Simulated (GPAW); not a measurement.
# TiO2 (P4_2/mnm) in GPAW: notebook

The runs below take TiO2 through equation of state, band structure, with optB88-vdW, LDA, PBEsol.

Everything below comes from runs of GPAW 26.7.0. Logs are shortened: lines on timing, memory, paths and dates and some standing lists are left out, and cuts for length are marked. The log counts tension as positive stress, the text compression.

**Experimental background.**

From “Shallow Valence Band of Rutile GeO2 and P-type Doping”, 2020, arxiv:2011.08928, for a bulk crystal of TiO2 at 1.6 K: band gap 3.03 eV (direct).

The results are compared with them further down.

### 1 The structure

It takes space group P4_2/mnm (No. 136, tetragonal). Conventional cell: a = 4.600 Å, b = 4.600 Å, c = 2.959 Å, α = 90.00°, β = 90.00°, γ = 90.00°. Ti (site symmetry mmm) is surrounded by 6 O at 1.95 to 1.98 Å. Around O (site symmetry m2m) lie 3 Ti at 1.95 to 1.98 Å.

The cell is a database's computed one.

### 2 Equation of state, optB88-vdW

Input file run.py:

```python
from ase.eos import EquationOfState
from ase.io import Trajectory, read
from ase.units import GPa
from gpaw import GPAW, PW

atoms = read('TiO2.cif')

traj = Trajectory('eos.traj', 'w')
volumes, energies = [], []
for x in [0.94, 0.96, 0.98, 1.0, 1.02, 1.04, 1.06]:
    a = atoms.copy()
    a.set_cell(atoms.cell * x**(1 / 3), scale_atoms=True)
    calc = GPAW(mode=PW(800),
                xc={'name': 'optB88-vdW', 'backend': 'libvdwxc'},
                kpts={'size': (4, 4, 6), 'gamma': True},
                occupations={'name': 'fermi-dirac', 'width': 0.05},
                nbands=43,
                convergence={'density': 1e-05, 'energy': 1e-05},
                maxiter=150,
                legacy_gpaw=True,
                txt=f'eos-{x:.2f}.txt')
    a.calc = calc
    energies.append(a.get_potential_energy(force_consistent=True))
    volumes.append(a.get_volume())
    calc.write(f'eos-{x:.2f}.gpw')
    traj.write(a)
    print(f'{x:.2f} {volumes[-1]:10.4f} A^3 {energies[-1]:14.6f} eV', flush=True)

v0, e0, B = EquationOfState(volumes, energies, eos='birchmurnaghan').fit()
print(f'V0 = {v0:.4f} A^3, E0 = {e0:.6f} eV, B0 = {B / GPa:.2f} GPa')
```

Input file TiO2.cif:

```cif
data_TiO2
_cell_length_a 4.59983732
_cell_length_b 4.59983732
_cell_length_c 2.95921356
_cell_angle_alpha 90.00000000
_cell_angle_beta 90.00000000
_cell_angle_gamma 90.00000000
_space_group_name_H-M_alt 'P4_2/mnm'
_space_group_name_Hall '-P 4n 2n'
_space_group_IT_number 136
loop_
_space_group_symop_operation_xyz
'x,y,z'
'-x,-y,-z'
'-y+1/2,x+1/2,z+1/2'
'y+1/2,-x+1/2,-z+1/2'
'-x,-y,z'
'x,y,-z'
'y+1/2,-x+1/2,z+1/2'
'-y+1/2,x+1/2,-z+1/2'
'x+1/2,-y+1/2,-z+1/2'
'-x+1/2,y+1/2,z+1/2'
'-y,-x,-z'
'y,x,z'
'-x+1/2,y+1/2,-z+1/2'
'x+1/2,-y+1/2,z+1/2'
'y,x,-z'
'-y,-x,z'
loop_
_atom_site_label
_atom_site_type_symbol
_atom_site_symmetry_multiplicity
_atom_site_Wyckoff_symbol
_atom_site_fract_x
_atom_site_fract_y
_atom_site_fract_z
_atom_site_occupancy
Ti1 Ti 2 b 0.0000000000 0.0000000000 0.5000000000 1
O1 O 4 g 0.3043213200 0.3043213200 0.5000000000 1
```

Potentials or basis: GPAW PAW data sets (gpaw-data 1.2.1), pw.

Run with:

```console
OMP_NUM_THREADS=1 python run.py
```

The log of the run:

```text
___ ___ ___ _ _ _
 |   |   |_  | | | |
 | | | | | . | | | |
 |__ |  _|___|_____|  26.7.0
 |___|_|

Input parameters:
  convergence: {density: 1e-05,
                energy: 1e-05}
  kpts: {gamma: True,
         size: (4, 4, 6)}
  maxiter: 150
  mode: {ecut: 800.0,
         name: pw}
  nbands: 43
  occupations: {name: fermi-dirac,
                width: 0.05}
  xc: {backend: libvdwxc,
       name: optB88-vdW}

System changes: positions, numbers, cell, pbc, initial_charges, initial_magmoms

Initialize ...

species:
  Ti:
    name:    Titanium
    Z:       22.0
    valence: 12
    core:    10
    charge:  0.0  # [|e|]
    compensation charges:
      type: gauss
      rc: 0.38  # [Å]
      lmax: 2
    cutoffs:
      filter: 2.23  # [Å]
      core: 1.02  # [Å]
    projectors
    | kind |    occ | energy [eV] | rcut [Å] |
    |------|--------|-------------|----------|
    |   3s |  2.000 |     -62.623 |    1.270 |
    |   4s |  2.000 |      -4.466 |    1.270 |
    |   3p |  6.000 |     -38.862 |    1.058 |
    |   4p |  0.000 |      -1.466 |    1.058 |
    |   3d |  2.000 |      -4.258 |    1.058 |
    |    d |        |      22.953 |    1.058 |

    Using partial waves for Ti as LCAO basis

  O:
    name:    Oxygen
    Z:       8.0
    valence: 6
    core:    2
    charge:  0.0  # [|e|]
    compensation charges:
      type: gauss
      rc: 0.21  # [Å]
      lmax: 2
    cutoffs:
      filter: 1.17  # [Å]
      core: 0.83  # [Å]
    projectors
    | kind |    occ | energy [eV] | rcut [Å] |
    |------|--------|-------------|----------|
    |   2s |  2.000 |     -23.961 |    0.688 |
    |   2p |  4.000 |      -9.029 |    0.598 |
    |    s |        |       3.251 |    0.688 |
    |    p |        |      18.182 |    0.598 |
    |    d |        |       0.000 |    0.619 |

    Using partial waves for O as LCAO basis

Reference energy: -54611.437768  # eV

Spin-paired calculation

Convergence criteria:
 Maximum [total energy] change in last 3 cyles: 1e-05 eV / valence electron
 Maximum integral of absolute [dens]ity change: 1e-05 electrons / valence electron
 Maximum integral of absolute [eigenst]ate change: 4e-08 eV^2 / valence electron
 Maximum number of scf [iter]ations: 150
 (Square brackets indicate name in SCF output, whereas a 'c' in
 the SCF output indicates the quantity has converged.)

Symmetries present (total): 8

  ( 1  0  0)  ( 1  0  0)  ( 0  1  0)  ( 0  1  0)  ( 0 -1  0)  ( 0 -1  0)
  ( 0  1  0)  ( 0  1  0)  ( 1  0  0)  ( 1  0  0)  (-1  0  0)  (-1  0  0)
  ( 0  0  1)  ( 0  0 -1)  ( 0  0  1)  ( 0  0 -1)  ( 0  0  1)  ( 0  0 -1)

  (-1  0  0)  (-1  0  0)
  ( 0 -1  0)  ( 0 -1  0)
  ( 0  0  1)  ( 0  0 -1)

96 k-points: 4 x 4 x 6 Monkhorst-Pack grid + [1/8,1/8,1/12]
28 k-points in the irreducible part of the Brillouin zone
       k-points in crystal coordinates                weights
   0:     0.00000000    0.00000000    0.00000000          1/96
   1:     0.00000000    0.00000000    0.16666667          2/96
   2:     0.00000000    0.00000000    0.33333333          2/96
   3:     0.00000000    0.00000000    0.50000000          1/96
   4:     0.25000000   -0.25000000    0.00000000          2/96
   5:     0.25000000   -0.25000000    0.16666667          4/96
   6:     0.25000000   -0.25000000    0.33333333          4/96
   7:     0.25000000   -0.25000000    0.50000000          2/96
   8:     0.25000000    0.00000000    0.00000000          4/96
   9:     0.25000000    0.00000000    0.16666667          8/96
          ...
  27:     0.50000000    0.50000000    0.50000000          1/96

Wave functions: Plane wave expansion
  Cutoff energy: 800.000 eV
  Number of coefficients (min, max): 3012, 3056
  Pulay-stress correction: 0.000000 eV/Ang^3 (de/decut=0.000000)
  Using FFTW library
  ScaLapack parameters: grid=1x1, blocksize=None
  Wavefunction extrapolation:
    Improved wavefunction reuse through dual PAW basis

Occupation numbers: Fermi-Dirac:
  width: 0.0500  # eV

Eigensolver
   Davidson(niter=2)

Densities:
  Coarse grid: 30*30*20 grid
  Fine grid: 60*60*40 grid
  Total Charge: 0.000000

Density mixing:
  Method: separate
  Backend: msr1
  Linear mixing parameter: 0.05
  old densities: 10
  Width of damping distribution: 1.1
  Damping of long wavelength oscillations: 20

Hamiltonian:
  XC and Coulomb potentials evaluated on a 60*60*40 grid
  Using the optB88 Exchange-Correlation functional
  External potential:
    NoExternalPotential

XC parameters: optB88 with libvdwxc
  Mode: serial
  Semilocal: GGA_X_OPTB88_VDW+LDA_C_PW with 2 nearest neighbor stencil
  Corresponding non-local functional: vdW-DF
  Local blocksize: 60 x 60 x 40
  PAW datasets: PBE

Number of atoms: 6
Number of atomic orbitals: 42
Number of bands in calculation: 43
Number of valence electrons: 48
Bands to converge: occupied

... initialized

Initializing position-dependent things.

Density initialized from atomic densities
Creating initial wave functions:
  42 bands from LCAO basis set
  1 band from random numbers

    .----------.
   /|          |
  / |          |
 *  |      O   |
 |  .O---------.
 Ti/  O       /
 |/     TiO  /
 *----------*

Atomic positions and initial magnetic moments

Positions:
   0 Ti     0.000000    0.000000    1.449402    ( 0.0000,  0.0000,  0.0000)
   1 Ti     2.252968    2.252968    0.000000    ( 0.0000,  0.0000,  0.0000)
   2 O      1.371253    1.371253    1.449402    ( 0.0000,  0.0000,  0.0000)
   3 O      3.134684    3.134684    1.449402    ( 0.0000,  0.0000,  0.0000)
   4 O      0.881716    3.624221    0.000000    ( 0.0000,  0.0000,  0.0000)
   5 O      3.624221    0.881716    0.000000    ( 0.0000,  0.0000,  0.0000)

Unit cell:
           periodic     x           y           z      points  spacing
  1. axis:    yes    4.505937    0.000000    0.000000    30     0.1502
  2. axis:    yes    0.000000    4.505937    0.000000    30     0.1502
  3. axis:    yes    0.000000    0.000000    2.898804    20     0.1449

  Lengths:   4.505937   4.505937   2.898804
  Angles:   90.000000  90.000000  90.000000

Effective grid spacing dv^(1/3) = 0.1484

iter:   1  -105.716689
iter:   2  -102.540908   -1.62  -0.89
iter:   3   -96.287924   -0.80  -0.95
iter:   4   -95.964811   -2.04  -1.47
iter:   5   -95.843992   -2.53  -1.53
iter:   6   -95.847840   -3.54  -2.21
iter:   7   -95.844349   -3.90  -2.64
iter:   8   -95.844209   -5.58  -3.20
iter:   9   -95.843926c  -5.47  -3.26
iter:  10   -95.843901c  -6.33  -3.83
iter:  11   -95.843900c  -7.61c -4.28
iter:  12   -95.843899c  -7.47c -4.50
iter:  13   -95.843899c  -9.17c -5.15c

Converged after 13 iterations.

Dipole moment: (-0.000000, -0.000000, -0.000000) |e|*Ang

Energy contributions relative to reference atoms: (reference = -54611.437768)

Kinetic:        +99.983519
Potential:     -103.090940
External:        +0.000000
XC:             -93.605178
Entropy (-ST):   -0.000000
Local:           +0.868700
SIC:             +0.000000
--------------------------
Free energy:    -95.843899
Extrapolated:   -95.843899

Non-local optB88 correlation energy: 5.199956
Semilocal GGA_X_OPTB88_VDW+LDA_C_PW energy: -491.190994
(Not including atomic contributions)
Showing only first 2 kpts
 Kpt  Band  Eigenvalues  Occupancy
  0    22      5.61578    2.00000
  0    23      6.06897    2.00000
  0    24      8.07480    0.00000
  0    25      8.41816    0.00000

  1    22      5.07683    2.00000
  1    23      5.88405    2.00000
  1    24      8.48381    0.00000
  1    25      8.65876    0.00000

Fermi level: 7.04541

Gap: 2.006 eV
Transition (v -> c):
  (s=0, k=0, n=23, [0.00, 0.00, 0.00]) -> (s=0, k=0, n=24, [0.00, 0.00, 0.00])
No difference between direct/indirect transitions
Writing to eos-0.94.gpw (mode='')
```

Wall time 6.5 min (1 thread of Intel Xeon Platinum 8488C (Sapphire Rapids), shared host); peak memory 0.33 GiB.

What came out:

| Quantity | Value |
| --- | --- |
| Equilibrium volume | 10.64 Å³/atom |
| Bulk modulus at fixed shape and positions | 234 GPa |
| Pressure derivative of the bulk modulus | 4.0 (rough: it moves with the points fitted) |

Energy against volume, from the lowest point:
| volume (Å³/atom) | energy (meV/atom) |
| --- | --- |
| 9.809 | 54.74 |
| 10.018 | 29.72 |
| 10.227 | 12.78 |
| 10.435 | 2.95 |
| 10.644 | 0.00 |
| 10.853 | 2.92 |
| 11.062 | 11.20 |

Caveat: the k mesh is coarse; the cell was scaled at fixed shape and fractional positions, which overstates the stiffness of a crystal with free parameters, most of all of layers and chains; the PAW data sets were made with another functional, which shifts forces and pressure a little.

### 3 Band structure, LDA

Input file run.py:

```python
from ase import Atoms
from ase.dft.bandgap import bandgap
from ase.io import write
from ase.units import GPa
from gpaw import GPAW, PW, setup_paths

setup_paths.insert(0, '.')

atoms = Atoms(['Ti', 'Ti', 'O', 'O', 'O', 'O'],
              cell=[[4.5998373239, 0.0, 0.0],
                    [0.0, 4.5998373239, 0.0],
                    [0.0, 0.0, 2.95921356]],
              scaled_positions=[[0.0, 0.0, 0.5],
                                [0.5, 0.5, 0.0],
                                [0.30432132, 0.30432132, 0.5],
                                [0.19567868, 0.80432132, 0.0],
                                [0.80432132, 0.19567868, 0.0],
                                [0.69567868, 0.69567868, 0.5]],
              pbc=True)

calc = GPAW(mode=PW(800),
            xc='LDA',
            kpts={'size': (4, 4, 6), 'gamma': True},
            occupations={'name': 'fermi-dirac', 'width': 0.05},
            nbands=43,
            convergence={'density': 1e-05, 'energy': 1e-05},
            maxiter=150,
            txt='gpaw.txt')
atoms.calc = calc
energy = atoms.get_potential_energy()
forces = atoms.get_forces()
stress = atoms.get_stress()
calc.write('gs.gpw')
write('result.traj', atoms)
print(f'Energy: {energy:.6f} eV')
print('Forces (eV/A):')
print(forces.round(4))
print('Stress (GPa):', (stress / GPa).round(3))
print('Fermi level:', round(calc.get_fermi_level(), 4), 'eV')
print(f'Gap: {bandgap(calc)[0]:.4f} eV, direct: {bandgap(calc, direct=True)[0]:.4f} eV')

path = atoms.cell.bandpath('GXMGZRAZ,XR,MA', npoints=80, eps=1e-4)
bs_calc = calc.fixed_density(kpts=path, symmetry='off', nbands=61,
                             convergence={'bands': 'CBM+6.0', 'eigenstates': 1e-6}, txt='bands.txt')
bs = bs_calc.band_structure()
bs.write('bs.json')
print(f'Gap on the path: {bandgap(bs_calc)[0]:.4f} eV')
```

Potentials or basis: PAW data sets generated in the run's folder for this functional, pw.

Run with:

```console
gpaw-setup -f LDA O Ti
OMP_NUM_THREADS=1 python run.py
```

Run time: 2.3 min. Hardware: 1 thread of Intel Xeon Platinum 8488C (Sapphire Rapids), shared host; peak memory 0.62 GiB.

Results (log left out):

| Item | Value |
| --- | --- |
| Free energy | -57.5561 eV |
| Pressure | -7.9 GPa |
| Largest force | 0.103 eV/Å |
| Band gap on the k mesh | 1.79 eV, direct |
| Band gap along the path | 1.79 eV, direct |

Forces on the atoms (eV/Å):
```
Ti   0.000  0.000  0.000
Ti   0.000  0.000  0.000
O    0.073  0.073  0.000
O   -0.073  0.073  0.000
O    0.073 -0.073  0.000
O   -0.073 -0.073  0.000
```

Stress tensor (GPa, compression positive):
```
-7.01  0.00  0.00
 0.00 -7.01  0.00
 0.00  0.00 -9.55
```

Levels at the corners of the path, in eV from the valence-band top:
```tsv
point	band 22	band 23	band 24	band 25	band 26	band 27
Γ	-0.46	-0.46	0.00	1.79	2.06	2.33
X	-1.67	-0.75	-0.75	2.45	2.45	2.97
M	-1.32	-1.09	-1.09	1.82	1.82	2.46
Γ	-0.46	-0.46	0.00	1.79	2.06	2.33
Z	-2.44	-1.45	-1.45	2.93	2.93	3.12
R	-2.08	-1.06	-1.06	1.82	1.82	3.15
A	-1.31	-0.68	-0.68	2.53	2.53	3.14
Z	-2.44	-1.45	-1.45	2.93	2.93	3.12
X	-1.67	-0.75	-0.75	2.45	2.45	2.97
R	-2.08	-1.06	-1.06	1.82	1.82	3.15
M	-1.32	-1.09	-1.09	1.82	1.82	2.46
A	-1.31	-0.68	-0.68	2.53	2.53	3.14
```

Caveat: the k mesh is coarse.

### 4 Band structure, PBEsol

Edit run.py of step 3 so:

```diff
@@ -21,4 +21,4 @@
 calc = GPAW(mode=PW(800),
-            xc='LDA',
-            kpts={'size': (4, 4, 6), 'gamma': True},
+            xc='PBEsol',
+            kpts={'size': (4, 4, 7), 'gamma': True},
             occupations={'name': 'fermi-dirac', 'width': 0.05},
@@ -41,3 +41,3 @@
 
-path = atoms.cell.bandpath('GXMGZRAZ,XR,MA', npoints=80, eps=1e-4)
+path = atoms.cell.bandpath('GXMGZRAZ,XR,MA', npoints=100, eps=1e-4)
 bs_calc = calc.fixed_density(kpts=path, symmetry='off', nbands=61,
```

Run with:

```console
gpaw-setup -f PBEsol O Ti
OMP_NUM_THREADS=1 python run.py
```

It took 2.9 min on 1 thread of Arm Neoverse V2, shared host; peak memory 0.7 GiB.

The run converged. Its results:

```
Free energy             : -54.6334 eV
Pressure                : -1.4 GPa
Largest force           : 0.030 eV/Å
Band gap on the k mesh  : 1.84 eV, direct
Band gap along the path : 1.84 eV, direct
```

Forces in eV/Å, atoms in the order of the input:
```
Ti   0.000  0.000  0.000
Ti   0.000  0.000  0.000
O    0.021  0.021  0.000
O   -0.021  0.021  0.000
O    0.021 -0.021  0.000
O   -0.021 -0.021  0.000
```

Stress tensor (GPa, compression positive):
```
-0.96  0.00  0.00
 0.00 -0.96  0.00
 0.00  0.00 -2.35
```

Levels at the corners of the path, in eV from the valence-band top:
```
point  band 20  band 21  band 22  band 23  band 24  band 25  band 26  band 27  band 28  band 29
    Γ    -2.00    -0.71    -0.46    -0.46     0.00     1.84     2.11     2.38     2.48     2.48
    X    -3.08    -1.66    -1.66    -0.76    -0.76     2.50     2.50     3.01     3.01     3.56
    M    -2.22    -1.32    -1.32    -1.09    -1.09     1.87     1.87     2.50     2.50     3.83
    Γ    -2.00    -0.71    -0.46    -0.46     0.00     1.84     2.11     2.38     2.48     2.48
    Z    -2.77    -2.42    -2.42    -1.44    -1.44     2.97     2.97     3.17     3.17     3.66
    R    -2.41    -2.06    -2.06    -1.05    -1.05     1.87     1.87     3.19     3.19     3.91
    A    -2.74    -1.31    -1.31    -0.68    -0.68     2.58     2.58     3.18     3.18     3.21
    Z    -2.77    -2.42    -2.42    -1.44    -1.44     2.97     2.97     3.17     3.17     3.66
    X    -3.08    -1.66    -1.66    -0.76    -0.76     2.50     2.50     3.01     3.01     3.56
    R    -2.41    -2.06    -2.06    -1.05    -1.05     1.87     1.87     3.19     3.19     3.91
    M    -2.22    -1.32    -1.32    -1.09    -1.09     1.87     1.87     2.50     2.50     3.83
    A    -2.74    -1.31    -1.31    -0.68    -0.68     2.58     2.58     3.18     3.18     3.21
```

### 5 Summary

| task | level | potentials or basis | k mesh | older calculator (legacy_gpaw) | band path | band points | gap on the mesh (eV) | pressure (GPa) | largest force (eV/Å) |
| --- | --- | --- | --- | --- | --- | --- | --- | --- | --- |
| equation of state | optB88-vdW | GPAW PAW data sets (gpaw-data 1.2.1), pw | 4 × 4 × 6 | yes | - | - | - | - | - |
| band structure | LDA | PAW data sets generated in the run's folder for this functional, pw | 4 × 4 × 6 | - | GXMGZRAZ,XR,MA | 80 | 1.79 | -7.9 | 0.10 |
| band structure | PBEsol | PAW data sets generated in the run's folder for this functional, pw | 4 × 4 × 7 | - | GXMGZRAZ,XR,MA | 100 | 1.84 | -1.4 | 0.03 |

Alike in all rows: no spin polarisation; cell as given; cutoff (eV) 800; smearing fermi-dirac 0.05 eV.

Caveats: the cell was scaled at fixed shape and fractional positions, which overstates the stiffness of a crystal with free parameters, most of all of layers and chains (some runs); the PAW data sets were made with another functional, which shifts forces and pressure a little (some runs).

Absolute energies hang on the potentials; compare differences alone.

### 6 How close it comes

Step 3. Measured gap of TiO2: 3.03 eV (direct; 1.6 K; quoted in “Shallow Valence Band of Rutile GeO2 and P-type Doping”, 2020, arxiv:2011.08928). This calculation gives 1.79 eV (-1.24 eV). 2 values of this kind are on record in papers (3.03 to 3.05 eV); this one was drawn at random among those near their median. The value is that of LDA, without temperature or zero-point motion. Semilocal functionals fall short of measured gaps as a rule. The cell is a database's relaxed one, not the measured one, which moves gaps too.

Step 4. A measured gap of TiO2 is 3.03 eV (direct; 1.6 K; quoted in “Shallow Valence Band of Rutile GeO2 and P-type Doping”, 2020, arxiv:2011.08928); the calculated 1.84 eV misses it by -1.19 eV. 2 values of this kind are on record in papers (3.03 to 3.05 eV); this one was drawn at random among those near their median. The value is that of PBEsol, without temperature or zero-point motion. Semilocal functionals fall short of measured gaps as a rule. The cell is a database's relaxed one, not the measured one, which moves gaps too.
